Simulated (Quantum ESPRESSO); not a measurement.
**BaTiO3 in Quantum ESPRESSO: the effect of functional**

BaTiO3:

```
Ba Ti O
1.0
     4.00600    0.00000    0.00000
     0.00000    4.00600    0.00000
     0.00000    0.00000    4.00600
Ba Ti O
1 1 3
Direct
  0.50000 0.50000 0.50000
  0.00000 0.00000 0.00000
  0.00000 0.00000 0.50000
  0.00000 0.50000 0.00000
  0.50000 0.00000 0.00000
```

Alike in all runs:

* Program: Quantum ESPRESSO 7.5
* Task: dielectric tensor
* Cutoff: 1143 eV
* Density cutoff: 4572 eV
* k mesh: 6 × 6 × 6, shifted
* Occupations: fermi-dirac, width 0.05 eV
* Spin: no spin polarisation

Question: One run gave: pressure 1.9 GPa; dielectric constant 6.59 mean. Which functional did it use?
A. BLYP
B. WC
C. PBEsol
D. PBE
E. LDA

Answer: D.

```csv
functional,potentials or basis,pressure (GPa),dielectric constant (mean)
LDA,PseudoDojo 0.4.1 SR LDA standard,-9.0,6.69
PBE,PseudoDojo 0.4.1 SR PBE standard,1.9,6.59
PBEsol,PseudoDojo 0.4.1 SR PBEsol standard,-4.3,6.67
WC,PseudoDojo 0.4.1 SR PBE standard,-3.8,6.65
BLYP,PseudoDojo 0.4.1 SR PBE standard,8.0,6.47
```

Caveats: this release of the barium file is off; the cell is more than 3 GPa from zero pressure, which shifts response properties (some runs); the potentials were made for another functional, which shifts forces and pressure (some runs).
